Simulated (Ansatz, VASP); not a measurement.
Given: the input of a run of Ansatz 0.2.0 on GaN. 

File input.yaml:

```yaml
crystal:
  lattice:
    - [3.18, 0.0, 0.0]
    - [-1.59, 2.753960784, 0.0]
    - [0.0, 0.0, 5.166]
  atoms:
    - { symbol: Ga, position: [0.6666666667, 0.3333333333, 0.5] }
    - { symbol: Ga, position: [0.3333333333, 0.6666666667, 0.0] }
    - { symbol: "N", position: [0.6666666667, 0.3333333333, 0.875] }
    - { symbol: "N", position: [0.3333333333, 0.6666666667, 0.375] }
hamiltonian:
  xc: pbe
  pseudopotentials: { kind: paw }
kpoints:
  mp_grid: { grid: [10, 10, 5] }
scf:
  occupations: { method: gaussian, width: 0.1 }
output:
  forces: true
  stress: true
  eigenvalues: true
```

Potentials or basis: Ansatz PAW.

Launch:

```console
$ ansatz run input.yaml --threads 2 --pin off --max-ram 5632MiB --backend cpu --events-out ev --progress --plain --runs-dir out
```

What does the same run look like in VASP 6.6.1? Potentials or basis there: PBE PAW files Ga_d_GW, N_GW, 550 eV.

As run (cutoffs and basis follow the program's own potentials, and thresholds, step limits or extra output files can differ):

File INCAR:

```
SYSTEM = GaN
ALGO = Fast ; EDIFF = 1E-6
ENCUT = 550 ; GGA = PE
ISIF = 2 ; ISMEAR = 0
LASPH = .True. ; LCHARG = .True.
LELF = .True. ; LREAL = .False.
LVHAR = .True. ; LWAVE = .False.
NELM = 60 ; PREC = Accurate
SIGMA = 0.1
```

The input KPOINTS:

```
k-points
0
Gamma
  10 10 5
  0 0 0
```

Contents of POSCAR:

```
GaN
1.0
    3.1800000000      0.0000000000      0.0000000000
   -1.5900000000      2.7539607840      0.0000000000
    0.0000000000      0.0000000000      5.1660000000
Ga N
2 2
Cartesian
    1.5900000002      0.9179869279      2.5830000000
   -0.0000000002      1.8359738561      0.0000000000
    1.5900000002      0.9179869279      4.5202500000
   -0.0000000002      1.8359738561      1.9372500000
```

Potentials or basis: VASP PAW PBE potentials, release 64 (Ga_d_GW, N_GW).

Command:

```console
$ cat potpaw_PBE.64/Ga_d_GW/POTCAR potpaw_PBE.64/N_GW/POTCAR > POTCAR
$ mpirun -np 1 vasp_std > vasp.out
```

Both were run:

|  | Ansatz | VASP |
| --- | --- | --- |
| Pressure | 7.3 GPa | 7.0 GPa |
| Largest force | 0.137 eV/Å | 0.135 eV/Å |

Ansatz's pressure holds a Pulay term of +0.52 GPa for its cutoff of 420 eV, which the other run lacks.

Where Ansatz's input types no cutoff or centring, it takes its own default and a Γ-centred mesh.

Pressure is positive in compression.
